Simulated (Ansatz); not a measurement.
Crystal: SnO, rock salt type, 2 atoms in the cell.

Level of theory: r²SCAN, plane waves, PAW datasets (generated hard set) in Ansatz.

Cutoff 700 eV; k-mesh 12×12×12 Γ-centred; Fermi–Dirac smearing of 0.1 eV; no spin polarisation; no spin–orbit coupling.

The fit to the energies gives V₀ = 16.367 Å³/atom (a₀ = 5.078 Å), B₀ = 102 GPa, B₀′ = 4.30.

**Question.** What pressure does the program print at V = 15.923 Å³/atom, and how far above the lowest computed point (V = 16.426 Å³/atom) does the energy lie?

**Answer.** 2.99 GPa and 3.99 meV/atom. All points:

```csv
V (Å³/atom),a (Å),E − E(min) (meV/atom),P (GPa)
15.420,4.9780,19.41,6.93
15.923,5.0316,3.99,2.99
16.426,5.0840,0.00,-0.36
16.929,5.1354,5.74,-3.22
17.431,5.1857,19.72,-5.64
```

The stress includes the program's correction for the finite plane-wave basis.

This cubic structure is a model: it isn't the usual form of the substance at ambient conditions, and such phases are metastable or hypothetical. Potentials made with PBE were used with another functional.
